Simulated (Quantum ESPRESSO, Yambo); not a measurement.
# Sb (buckled honeycomb monolayer): G0W0 on several meshes in Yambo, part 2 of 2

Wanted: mesh dependence and cost of G0W0 for Sb (buckled honeycomb monolayer).

Quantum ESPRESSO 7.5 and Yambo 5.3.0; PBE and many-body steps on it, plane waves. Known limits of the many-body steps: not at the basis limit; exchange with frozen shells missing; no spin-orbit coupling.

So far. Step 4 (6×6×1): The gap on the mesh goes from 1.31 eV to 2.33 eV, a correction of +1.02 eV. Step 5 (Empty states on the mesh, 3×3×1 mesh, 142 bands): On this mesh the gap is 1.306 eV.

## 6. Conversion and set-up

This step: Yambo 5.3.0; conversion and set-up on PBE, plane waves, norm-conserving pseudopotentials.

Run with:

```console
$ (cd o/x.save; p2y > p2y.log; mv SAVE ../..); yambo > setup.log
```

Output:

```text
 Yambo, version 5.3.0

 [02] CORE Variables Setup
 =========================

  [02.01] Unit cells
  ==================

  Cell kind             :  HCP
  Atoms in the cell     :  Sb
  number of Sb atoms    :  2

  List of atomic masses
  Mass of Sb    :  121.7600

  List of atomic coordinates    : [cc]
  Sb1       : -0.20099E-09   4.5029       11.683      order 1
  Sb2       :   3.89960   2.25143  14.77355  order 2

  Alat factors          :   7.79919   6.75430  26.45617 [a.u.]
  Direct lattice volume :   1393.66    [a.u.]
  Direct lattice vectors:  A[ 1 ]  A[ 2 ]  A[ 3 ]
[...]
0.000000  0.000000  0.000000  0.000000  0.000000  0.000000  0.000000  0.000000

 [03] Transferred momenta grid and indexing
 ==========================================

 IBZ Q-points                                      :  3
 BZ  Q-points                                      :   9

 K/Q-points units:
 rlu = crystal or reduced units; cc = cartesian coordinates; iku = interal k-units

 Q [1]          [rlu]:  0.000000  0.000000  0.000000
 Q [2]          [rlu]: -0.33057E-16  0.33333       0.0000
 Q [3]          [rlu]:  0.333333  0.333333  0.000000

  [03.01] X indexes
  =================

   [03.01.01] Sigma indexes
   ========================

 [06] Game Over & Game summary
```

It took 1.8 s on 1 MPI rank of Arm Neoverse V2, shared host; peak memory 0.25 GiB.

## 7. 3×3×1

This step: G0W0 on PBE, plane waves, norm-conserving pseudopotentials.

gw11.in reads:

```
HF_and_locXC
gw0
dyson
ppa
em1d
rim_cut
rim_w
RandQpts= 3000000
RandGvec= 100 RL
CUTGeo= "slab z"
RandGvecW= 9 RL
EXXRLvcs= 72 Ry
VXCRLvcs= 288 Ry
Chimod= "HARTREE"
% BndsRnXp
 1 | 142 |
%
NGsBlkXp= 9.5 Ry
% LongDrXp
 1 | 1 | 0 |
%
% GbndRnge
 1 | 142 |
%
DysSolver= "n"
ExtendOut
PPAPntXp= 27.21138 eV
% QPkrange
 1 | 1 | 14 | 17 |
 2 | 2 | 14 | 17 |
%
```

Run with:

```console
$ OMP_NUM_THREADS=1 mpirun -n 4 yambo -F gw11.in -J gw11 -C gw11 > gw11.log
```

Output:

```text
 Yambo, version 5.3.0

 [02] CORE Variables Setup
 =========================

  [... cell, symmetries and grids as in the set-up ...]

  [02.05] Energies & Occupations
  ==============================

  [X] === General ===
  [X] Electronic Temperature                        :  0.000000  0.000000 [eV K]
  [X] Bosonic    Temperature                        :  0.000000  0.000000 [eV K]
  [X] Finite Temperature mode                       : no
  [X] El. density                                   :  0.14527E+24 [cm-3]
  [X] Fermi Level                                   : -0.568718 [eV]

  [X] === Gaps and Widths ===
  [X] Conduction Band Min                           :  1.305737 [eV]
  [X] Valence Band Max                              :  0.000000 [eV]
  [X] Filled Bands                                  :  15
  [X] Empty Bands                                   :   16  142
  [X] Direct Gap                                    :  1.559885 [eV]
  [X] Direct Gap localized at k                     :  1
  [X] Indirect Gap                                  :  1.305737 [eV]
  [X] Indirect Gap between kpts                     :  1  2
  [X] Last valence band width                       :  1.758542 [eV]
  [X] 1st conduction band width                     :  0.254147 [eV]

 [03] Transferred momenta grid and indexing
 ==========================================

 IBZ Q-points                                      :  3
 BZ  Q-points                                      :   9

 K/Q-points units:
 rlu = crystal or reduced units; cc = cartesian coordinates; iku = interal k-units

 Q [1]          [rlu]:  0.000000  0.000000  0.000000
 Q [2]          [rlu]: -0.33057E-16  0.33333       0.0000
 Q [3]          [rlu]:  0.333333  0.333333  0.000000

 [04] Coloumb potential Random Integration (RIM)
[...]
[09.02] RIM-W integrals
  =======================

  8 x (sBL volume)        :  0.158209 [a.u.]
  sBZ random points       :  3000000
  Points outside the sBZ  :  24000829
  RL volume               :  0.177985 [a.u.]
  Integrated volume       :  0.177979 [a.u.]

  [09.03] RIM integrals
  =====================

  Comparison between head Wc = W - v averages: < Wc > [au] RIM-W/RIM

   < -Wc [Q = 1] > 0.736629E-1 0.172171E-3 * < -Wc [Q = 2] > 0.005195 0.004824
   < -Wc [Q = 3] > 0.001085 0.001045

  Comparison between head Wc = W - v averages: < Wc > [au] RIM-W/RIM

   < -Wc [G = 1,G`=0] > 0.736629E-1 0.172171E-3 * < -Wc [G = 2,G`=0] >-0.004986 0.000000
   < -Wc [G = 3,G`=0] >-0.004988 0.000000 * < -Wc [G = 4,G`=0] > 0.242984E-3  0.00000
   < -Wc [G = 5,G`=0] > 0.243373E-3  0.00000 * < -Wc [G = 6,G`=0] > 0.155245E-3  0.00000
   < -Wc [G = 7,G`=0] > 0.155068E-3  0.00000 * < -Wc [G = 8,G`=0] >-0.210105E-4  0.00000
   < -Wc [G = 9,G`=0] >-0.243812E-4  0.00000 * < -Wc [G = 10,G`=0] >-0.211728E-4  0.00000
   < -Wc [G = 11,G`=0] >-0.212710E-4  0.00000 * < -Wc [G = 12,G`=0] >-0.246248E-4  0.00000
   < -Wc [G = 13,G`=0] >-0.214679E-4  0.00000

 [10] G0W0 (W PPA)
 =================

 [  GW  ] Bands range     :    1  142
 [GW/PPA] G damping       :  0.100000 [eV]

 QP @ state[ 1 ] K range:  1  2
 QP @ state[ 1 ] b range:  14  17

  Sc/G bands                                       :    1  142
  Sc/G damping                                     :  0.100000 ev
  Sc bands terminator                              : no
  Sx RL components                                 :  14423

  QP @ state[ 1 ] K range                          :  1  2
  QP @ state[ 1 ] b range                          :  14  17
  GF energies kind                                 : Perdew, Burke & Ernzerhof(X)+Perdew, Burke & Ernzerhof(C)
  GF WF`s kind                                     : Perdew, Burke & Ernzerhof(X)+Perdew, Burke & Ernzerhof(C)
  Xs energies kind                                 : Perdew, Burke & Ernzerhof(X)+Perdew, Burke & Ernzerhof(C)
  Xs WF`s kind                                     : Perdew, Burke & Ernzerhof(X)+Perdew, Burke & Ernzerhof(C)

 [14] Game Over & Game summary
```

Elapsed: 80 s, on 4 MPI ranks; peak memory 2.2 GiB.

This step gave:

| Quantity | Value |
| --- | --- |
| G0W0 gap on the points computed | 2.084 eV |
| starting gap on the mesh | 1.306 eV |
| k of the valence top | 0, 0, 0 |
| k of the conduction bottom | 0, 0.3333, 0 |
| least direct G0W0 gap on the computed points | 2.452 eV |
| Z at the valence top | 0.6451 |
| Z at the conduction bottom | 0.6448 |

Against G0W0 in Yambo (6×6×1 mesh, 142 bands, screening to 129.3 eV, Godby-Needs plasmon pole), the gap moves by −0.241 eV.

## 8. The runs together

Times are wall times on 4 MPI ranks of Arm Neoverse V2, shared host, good to a factor of about two.

| run | mesh | bands | screening cutoff (eV) | DFT gap (eV) | gap on the mesh (eV) | direct (eV) | time |
| --- | --- | --- | --- | --- | --- | --- | --- |
| 6×6×1 | 6×6×1 | 142 | 129.3 | 1.306 | 2.325 | 2.691 | 6.7 min |
| 3×3×1 | 3×3×1 | 142 | 129.3 | 1.306 | 2.084 | 2.452 | 80 s |

## 9. What came out

* 6×6×1: 2.325 eV
* 3×3×1: 2.084 eV
* known limits: not at the basis limit; exchange with frozen shells missing; no spin-orbit coupling

In words: 3×3×1: −0.241 eV against 6×6×1. Bands and cutoff are finite, so the gap is not at the basis limit. The miss can reach some tenths of an eV and take either sign; the mesh is an error of its own. In the G0W0 runs levels were corrected at 2 k points alone, so a gap called «on the mesh» is the least over those, and an edge elsewhere would be missed. The norm-conserving file of at least one element keeps a d shell over frozen s and p shells of the same row. Exchange with those shells is missing from the self-energy, an error of 0.3 to 0.9 eV in cases checked, whose sign depends on which edge lies on those atoms. The many-body steps are scalar-relativistic: spin-orbit coupling is not in them.

[Paths, hosts, dates, memory and timing lines, banners, echoed tables and standing remarks are left out of the program output.]

[Logs are printed without paths, hosts, clocks, repeated set-up lines and the standing remarks that a program may print on its own settings, such as how far it seeks lower states.]

[Runs of the session that timed out or met a known fault of the program may be left out.]

[Hosts, paths, dates, database ids (printed as entryN), source tags and the programs' standing remarks are cut or masked in the printed files.]
